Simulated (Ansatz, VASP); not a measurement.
# MoSeS (2H-MoSSe 3 layers, 2H (AA')) in two plane-wave programs, part 2 of 2

One calculation is typed for both programs; each brings its own data sets. How far apart do they land? Of the first pair: The structure shown is the start of the Ansatz relaxation below; VASP solves that cell, so the two are compared at the walk's first step.

VASP 6.6.1 and Ansatz 0.2.0.

So far: Starting point; Ansatz: relaxation, PBE with D3(BJ).

**3. VASP: single point, PBE with D3(BJ), start cell, pair 1**

Level of this step: PBE with D3(BJ), no spin polarisation; plane waves and PAW (Se, Mo_sv, S) (VASP).

The same cell, functional, mesh and smearing now go to VASP, with its own data sets.

Lines of VASP's logs that name or quote its potential files are left out, and so is its time.

Contents of INCAR:

```
SYSTEM = MoSeS
PREC = Accurate
ENCUT = 400
EDIFF = 1E-06
NELM = 120
ISMEAR = -1
SIGMA = 0.05
LREAL = .FALSE.
ALGO = Normal
GGA = PE
IVDW = 12
NBANDS = 48
LASPH = .TRUE.
LORBIT = 11
LWAVE = .FALSE.
LCHARG = .FALSE.
ISIF = 2
LDIPOL = .TRUE.
IDIPOL = 3
DIPOL = 0.5 0.5 0.501
LVHAR = .TRUE.
GGA_COMPAT = .FALSE.
EFERMI = MIDGAP
NELMDL = -8
KPAR = 2
```

Contents of POSCAR:

```
MoSeS
1.0
    3.2500000000      0.0000000000      0.0000000000
   -1.6250000000      2.8145830000      0.0000000000
    0.0000000000      0.0000000000     63.5792140000
Se Mo S
3 3 3
Direct
    0.3333332149      0.6666664298      0.3719769169
    0.9999998816      0.9999997631      0.4733161848
    0.3333332149      0.6666664298      0.5746554684
    0.9999998816      0.9999997631      0.4004205683
    0.3333332149      0.6666664298      0.5017598519
    0.9999998816      0.9999997631      0.6030991198
    0.3333332149      0.6666664298      0.4253445316
    0.9999998816      0.9999997631      0.5266838152
    0.3333332149      0.6666664298      0.6280230831
```

Contents of KPOINTS:

```
Automatic mesh
0
Gamma
12 12 1
0 0 0
```

Potentials, in the order of the species: Se, Mo_sv and S (PBE family, release 64).

On the command line:

```
$ mpirun -np 2 vasp_std
```

Numbers of over 12 decimals in the logs are rounded to 6 here.

Log:

```text
[banner, memory and clock lines left out]
running    2 mpi-ranks, on    1 nodes
 distrk:  each k-point on    1 cores,    2 groups
 distr:  one band on    1 cores,    1 groups

 POSCAR found type information on POSCAR SeMoS
 POSCAR found :  3 types and       9 ions
 LDA part: xc-table for (Slater+PW92), standard interpolation
|                                                                             |
|           W    W    AA    RRRRR   N    N  II  N    N   GGGG   !!!           |
|           W    W   A  A   R    R  NN   N  II  NN   N  G    G  !!!           |
|           W    W  A    A  R    R  N N  N  II  N N  N  G       !!!           |
|           W WW W  AAAAAA  RRRRR   N  N N  II  N  N N  G  GGG   !            |
|           WW  WW  A    A  R   R   N   NN  II  N   NN  G    G                |
|           W    W  A    A  R    R  N    N  II  N    N   GGGG   !!!           |
|                                                                             |
|     One of the lattice vectors is very long (>50 A), but AMIN is rather     |
|     large. This can spoil convergence since charge sloshing might occur     |
|     along the long lattice vector. If problems with convergence are         |
|     observed, try to decrease AMIN to a smaller value (e.g. 0.01).          |
|     Note: This warning only applies if the self-consistency cycle is        |
|     used.                                                                   |
|                                                                             |

 POSCAR, INCAR and KPOINTS ok, starting setup
 FFT: planning ... GRIDC
 FFT: planning ... GRID_SOFT
 FFT: planning ... GRID
 WAVECAR not read
 entering main loop
       N       E                     dE             d eps       ncg     rms          rms(c)
DAV:   1     0.563509074233E+03    0.56351E+03   -0.34982E+04  2432   0.105E+03
DAV:   2    -0.113111070699E+02   -0.57482E+03   -0.56096E+03  2464   0.267E+02
DAV:   3    -0.645863644583E+02   -0.53275E+02   -0.52506E+02  2160   0.749E+01
DAV:   4    -0.663329674313E+02   -0.17466E+01   -0.17301E+01  2392   0.135E+01
DAV:   5    -0.663841073851E+02   -0.51140E-01   -0.50999E-01  2552   0.218E+00
DAV:   6    -0.663854179377E+02   -0.13106E-02   -0.13094E-02  2504   0.341E-01
DAV:   7    -0.663854593914E+02   -0.41454E-04   -0.41418E-04  2536   0.536E-02
DAV:   8    -0.663854611534E+02   -0.17620E-05   -0.17610E-05  2176   0.973E-03    0.312E+01
DAV:   9    -0.638416377975E+02    0.25438E+01   -0.30056E+01  2072   0.249E+01    0.128E+01
DAV:  10    -0.632888101707E+02    0.55283E+00   -0.18780E+01  2088   0.184E+01    0.871E+00
DAV:  11    -0.623963815344E+02    0.89243E+00   -0.50291E+00  2336   0.111E+01    0.270E+00
DAV:  12    -0.622992413932E+02    0.97140E-01   -0.89637E-01  2464   0.684E+00    0.176E+00
DAV:  13    -0.623026259519E+02   -0.33846E-02   -0.22309E-01  2112   0.215E+00    0.138E+00
DAV:  14    -0.622933280196E+02    0.92979E-02   -0.82616E-02  2280   0.130E+00    0.537E-01
[...]
DAV:  28    -0.622891618551E+02   -0.10524E-04   -0.16500E-07  1312   0.248E-03    0.205E-03
DAV:  29    -0.622891823724E+02   -0.20517E-04   -0.82632E-07  1440   0.219E-03    0.747E-04
DAV:  30    -0.622891877535E+02   -0.53811E-05   -0.62772E-08  1344   0.904E-04    0.465E-04
DAV:  31    -0.622891943263E+02   -0.65728E-05   -0.61184E-08  1328   0.908E-04    0.304E-04
DAV:  32    -0.622891978608E+02   -0.35345E-05   -0.55524E-08  1304   0.598E-04    0.526E-04
DAV:  33    -0.622891996021E+02   -0.17412E-05   -0.97006E-09  1128   0.371E-04    0.164E-04
DAV:  34    -0.622892007263E+02   -0.11242E-05   -0.21440E-08  1176   0.474E-04    0.188E-04
DAV:  35    -0.622892010676E+02   -0.34132E-06    0.11307E-09  1080   0.199E-04
   1 F= -.65827395E+02 E0= -.65826171E+02  d E =-.244764E-02
```

OUTCAR, selected parts (step 3):

```text
ion  position               nearest neighbor table
   1  0.333  0.667  0.372-   4 2.61   4 2.61   4 2.61
   2  1.000  1.000  0.473-   5 2.61   5 2.61   5 2.61
   3  0.333  0.667  0.575-   6 2.61   6 2.61   6 2.61
   4  1.000  1.000  0.400-   7 2.46   7 2.46   7 2.46   1 2.61   1 2.61   1 2.61
   5  0.333  0.667  0.502-   8 2.46   8 2.46   8 2.46   2 2.61   2 2.61   2 2.61
   6  1.000  1.000  0.603-   9 2.46   9 2.46   9 2.46   3 2.61   3 2.61   3 2.61
   7  0.333  0.667  0.425-   4 2.46   4 2.46   4 2.46
   8  1.000  1.000  0.527-   5 2.46   5 2.46   5 2.46
   9  0.333  0.667  0.628-   6 2.46   6 2.46   6 2.46

  LATTYP: Found a hexagonal cell.
 ALAT       =     3.2500000000
 C/A-ratio  =    19.5628350769

 Subroutine GETGRP returns: Found  6 space group operations
 (whereof  6 operations were pure point group operations)

The static configuration has the point symmetry C_3v.

 Found     19 irreducible k-points:

   k-points           NKPTS =     19   k-points in BZ     NKDIM =     19   number of bands    NBANDS=     48

   dimension x,y,z NGX =    24 NGY =   24 NGZ =  420
   dimension x,y,z NGXF=    48 NGYF=   48 NGZF=  840

   ENCUT  =  400.0 eV  29.40 Ry    5.42 a.u.   5.30  5.30103.68*2*pi/ulx,y,z

   NELECT =      78.0000    total number of electrons

 k-points in reciprocal lattice and weights: Automatic mesh
   0.00000000  0.00000000  0.00000000       0.007
   0.08333333 -0.00000000  0.00000000       0.042
   0.16666667  0.00000000  0.00000000       0.042
   0.25000000  0.00000000  0.00000000       0.042
   0.33333333  0.00000000  0.00000000       0.042
   0.41666667  0.00000000  0.00000000       0.042
   0.50000000  0.00000000  0.00000000       0.021
   0.08333333  0.08333333  0.00000000       0.042
   0.16666667  0.08333333  0.00000000       0.083
[...]
0.33333333  0.25000000  0.00000000       0.083
   0.33333333  0.33333333  0.00000000       0.014

 dipolmoment           0.000000      0.000000      0.096324 electrons x Angstroem

 average (electrostatic) potential at core
       1 -60.7057       2 -60.1477       3 -59.5752       4 -84.2683       5 -83.6958
       6 -83.1268       7 -93.8812       8 -93.3141       9 -92.7064

 E-fermi :  -1.3375

 k-point     1 :       0.0000    0.0000    0.0000
  band No.  band energies     occupation
    ...
     35      -2.4180      2.00000
     36      -2.3362      2.00000
     37      -2.3362      2.00000
     38      -1.9633      1.99999
     39      -1.5078      1.93581
     40       0.1021      0.00000
     41       0.1021      0.00000
     42       0.3045      0.00000
     43       0.3045      0.00000
     44       0.6704      0.00000
    ...

 k-point     2 :       0.0833   -0.0000    0.0000
  band No.  band energies     occupation
    ...
     35      -2.5497      2.00000
     36      -2.4570      2.00000
     37      -2.3669      2.00000
     38      -1.9561      1.99999
     39      -1.5909      1.98749
     40      -0.1226      0.00000
     41       0.0053      0.00000
     42       0.1038      0.00000
     43       0.3133      0.00000
     44       0.4847      0.00000
    ...

 k-point     3 :       0.1667    0.0000    0.0000
  band No.  band energies     occupation
    ...
     35      -2.8388      2.00000
     36      -2.6568      2.00000
     37      -2.6435      2.00000
     38      -2.2264      2.00000
     39      -1.8153      1.99986
     40      -0.7331      0.00001
     41      -0.2173      0.00000
     42      -0.1548      0.00000
     43       0.1168      0.00000
     44       0.3666      0.00000
    ...

 Edisp (eV)   -3.53819

  Total      -7.48664    -7.48664   -14.31198     0.00000     0.00000     0.00000
  in kB     -20.62458   -20.62458   -39.42737     0.00000     0.00000     0.00000
  external pressure =      -26.89 kB  Pullay stress =        0.00 kB

  energy-cutoff  :      400.00
  volume of cell :      581.58
      direct lattice vectors                 reciprocal lattice vectors
     3.250000000  0.000000000  0.000000000     0.307692308  0.177646209  0.000000000
    -1.625000000  2.814583000  0.000000000     0.000000000  0.355292418  0.000000000
     0.000000000  0.000000000 63.579214000     0.000000000  0.000000000  0.015728411

 POSITION                                       TOTAL-FORCE (eV/Angst)
 -----------------------------------------------------------------------------------
      0.00000      1.87639     23.65000        -0.000000      0.000000      1.512185
      1.62500      2.81458     30.09307        -0.000000      0.000000      1.487993
      0.00000      1.87639     36.53614        -0.000000      0.000000      1.471905
      1.62500      2.81458     25.45843        -0.000000     -0.000000     -0.381333
      0.00000      1.87639     31.90150         0.000000     -0.000000     -0.392872
      1.62500      2.81458     38.34457         0.000000      0.000000     -0.417582
      0.00000      1.87639     27.04307         0.000000      0.000000     -1.079740
      1.62500      2.81458     33.48614        -0.000000      0.000000     -1.095169
      0.00000      1.87639     39.92921        -0.000000      0.000000     -1.105387
 -----------------------------------------------------------------------------------
    total drift:                               -0.000001      0.005382     -0.001294

  FREE ENERGIE OF THE ION-ELECTRON SYSTEM (eV)
  ---------------------------------------------------
  free  energy   TOTEN  =       -65.8273947872 eV

  energy  without entropy=      -65.8249471486  energy(sigma->0) =      -65.82617097

 vacuum level on the upper side and lower side of the slab         4.484         2.578

 total charge
# of ion       s       p       d       tot
------------------------------------------
    1        1.482   2.286   0.052   3.820
    2        1.485   2.281   0.054   3.819
    3        1.485   2.281   0.054   3.819
    4        2.264   6.176   3.846  12.287
    5        2.264   6.176   3.847  12.288
    6        2.264   6.177   3.845  12.286
    7        1.363   2.307   0.000   3.670
    8        1.363   2.307   0.000   3.670
    9        1.362   2.307   0.000   3.669
--------------------------------------------------
tot         15.332  32.297  11.699  59.328

[... 3 further parts left out ...]
```

This run has no spin polarisation, so a moment on Mo, if there is one, isn't seen. The gap is read on the k-mesh alone, so it is an upper bound where the band edges lie off the mesh.

**4. Differences**

Known differences besides the potentials themselves: Ansatz cuts the interaction across the vacuum, VASP repeats the sheet with a dipole correction (LDIPOL); the data sets hold 108 valence electrons in Ansatz (on its default PAW (the set named soft_2) files) and 78 in VASP; the cutoff is 420 eV in Ansatz and 400 eV in VASP. Total energies have different zeros and are not compared.

Forces (eV/Å; atoms numbered as in POSCAR):

```csv
atom,"Ansatz x, y, z","VASP x, y, z"
Se1,"0.000, 0.000, 1.538","0.000, 0.000, 1.512"
Se2,"0.000, 0.000, 1.513","0.000, 0.000, 1.488"
Se3,"0.000, 0.000, 1.498","0.000, 0.000, 1.472"
Mo4,"0.000, 0.000, -0.407","0.000, 0.000, -0.381"
Mo5,"0.000, 0.000, -0.420","0.000, 0.000, -0.393"
Mo6,"0.000, 0.000, -0.447","0.000, 0.000, -0.418"
S7,"0.000, 0.000, -1.077","0.000, 0.000, -1.080"
S8,"0.000, 0.000, -1.093","0.000, 0.000, -1.095"
S9,"0.000, 0.000, -1.103","0.000, 0.000, -1.105"
```

The forces differ by 13 meV/Å r.m.s., which is 2.0 % of the r.m.s. force of 0.630 eV/Å (both taken over all components). Where the cell holds vacuum, a pressure given here is an average over it and none of the material.

**5. Ansatz: relaxation, PBE with D3(BJ)**

This run makes the geometry at which the two programs are then compared.

The structure compared here is the end of the Ansatz relaxation.

This is the run of step 2 again, met here at its other cell.

**6. VASP: single point, PBE with D3(BJ), relaxed cell, pair 2**

The same cell, functional, mesh and smearing now go to VASP, with its own data sets.

INCAR is that of step 3.

Contents of POSCAR:

```
MoSeS
1.0
    3.2137305482      0.0000000000      0.0000000000
   -1.6068652741      2.7831722956      0.0000000000
    0.0000000000      0.0000000000     63.5792141360
Se Mo S
3 3 3
Direct
    0.3333333333      0.6666666667      0.3769570350
    1.0000000000      0.0000000000      0.4746579539
    0.3333333333      0.6666666667      0.5722773850
    1.0000000000      0.0000000000      0.4038502285
    0.3333333333      0.6666666667      0.5015231233
    1.0000000000      0.0000000000      0.5991570656
    0.3333333333      0.6666666667      0.4279579368
    1.0000000000      0.0000000000      0.5256155947
    0.3333333333      0.6666666667      0.6232832222
```

KPOINTS is that of step 3.

On the command line:

```
$ mpirun -np 2 vasp_std
```

Log:

```text
[banner, memory and clock lines left out]
running    2 mpi-ranks, on    1 nodes
[...]
LDA part: xc-table for (Slater+PW92), standard interpolation
 [... a notice as in an earlier step ...]

 POSCAR, INCAR and KPOINTS ok, starting setup
[...]
entering main loop
       N       E                     dE             d eps       ncg     rms          rms(c)
DAV:   1     0.571446190525E+03    0.57145E+03   -0.35232E+04  2432   0.105E+03
DAV:   2    -0.117270071431E+02   -0.58317E+03   -0.57014E+03  2480   0.270E+02
DAV:   3    -0.644730011860E+02   -0.52746E+02   -0.51897E+02  2168   0.748E+01
DAV:   4    -0.661500136836E+02   -0.16770E+01   -0.16556E+01  2360   0.131E+01
[...]
DAV:  30    -0.625032678579E+02   -0.13821E-05   -0.77839E-09  1248   0.250E-04    0.149E-04
DAV:  31    -0.625032690347E+02   -0.11768E-05   -0.75907E-09  1248   0.218E-04    0.117E-04
DAV:  32    -0.625032695251E+02   -0.49034E-06    0.11307E-09  1176   0.150E-04
   1 F= -.66239955E+02 E0= -.66239400E+02  d E =-.111125E-02
```

OUTCAR, selected parts (step 6):

```text
 Edisp (eV)   -3.73669

  Total      -0.23139    -0.23139    -0.18170     0.00000     0.00000     0.00000
  in kB      -0.65191    -0.65191    -0.51192     0.00000     0.00000     0.00000
  external pressure =       -0.61 kB  Pullay stress =        0.00 kB

 POSITION                                       TOTAL-FORCE (eV/Angst)
 -----------------------------------------------------------------------------------
     -0.00000      1.85545     23.96663         0.000000      0.000000     -0.037283
      0.00000      0.00000     30.17838        -0.000000     -0.000000     -0.036311
     -0.00000      1.85545     36.38495        -0.000000      0.000000     -0.036853
      0.00000      0.00000     25.67648        -0.000000      0.000000      0.041878
     -0.00000      1.85545     31.88645         0.000000     -0.000000      0.041588
      0.00000      0.00000     38.09394        -0.000000      0.000000      0.044002
     -0.00000      1.85545     27.20923        -0.000000     -0.000000     -0.006669
      0.00000      0.00000     33.41823        -0.000000      0.000000     -0.005695
     -0.00000      1.85545     39.62786        -0.000000      0.000000     -0.004656
 -----------------------------------------------------------------------------------
    total drift:                                0.000000     -0.000001     -0.002864

  FREE ENERGIE OF THE ION-ELECTRON SYSTEM (eV)
  ---------------------------------------------------
  free  energy   TOTEN  =       -66.2399552398 eV

  energy  without entropy=      -66.2388439883  energy(sigma->0) =      -66.23939961

[... 1 part as in an earlier step ...]

[... 2 further parts left out ...]
[key lines of the parts left out:]
E-fermi :  -1.1222
```

**7. Differences**

What differs besides the data sets and the points named for the pairs above, as far as they apply: the data sets hold 108 valence electrons in Ansatz (on its default PAW (the set named soft_2) files) and 78 in VASP. Total energies have different zeros and are not compared.

Compared:

```csv
quantity,Ansatz,VASP,difference
gap on the k mesh (eV),0.287,0.314,-0.027
```

The largest component of a force difference here is 44 meV/Å. A gap on the mesh is an upper bound, since the band edges may lie between its points. Where the cell holds vacuum, a pressure given here is an average over it and none of the material.

**8. Other set-ups**

Further runs change the set-up of one program: Ansatz's method, potentials or start, or VASP's data sets, cutoff or form of LDA. The table gives Ansatz less VASP for each quantity, since a change that brings one quantity closer may part another.

```csv
run,r.m.s. force difference (meV/Å),gap on the k mesh (eV)
as above,19,-0.027
"VASP with the data sets Se_sv_GW, Mo and S and a cutoff of 620 eV",16,-0.017
```

**9. Summary of results**

```json
{
  "r.m.s. force difference (single point, PBE with D3(BJ), start cell, pair 1)": "2.0 % of the r.m.s. force",
  "r.m.s. force difference (single point, PBE with D3(BJ), relaxed cell, pair 2)": "19 meV/Å"
}
```

The r.m.s. force difference is 19 meV/Å (single point, PBE with D3(BJ), relaxed cell, pair 2), beyond the 12 meV/Å picked in this series as the mark of a large difference. The data sets hold unlike numbers of valence electrons (108 in Ansatz and 78 in VASP), so part of the differences may come from the potentials. Single point, PBE with D3(BJ), relaxed cell, pair 2, VASP with the data sets Se_sv_GW, Mo and S and a cutoff of 620 eV: the difference in gap on the k mesh goes from -0.027 to -0.017 eV. How closely two codes agree says nothing of how well the functional describes the real material.

[Lines on the potential files, build, host, timing and source positions are cut from VASP's logs without a mark.]

[Logs are printed without paths, hosts, clocks, repeated set-up lines and the standing remarks that a program may print on its own settings, such as how far it seeks lower states.]

[Hosts, paths, dates, database ids (printed as entryN), source tags and the programs' standing remarks are cut or masked in the printed files.]
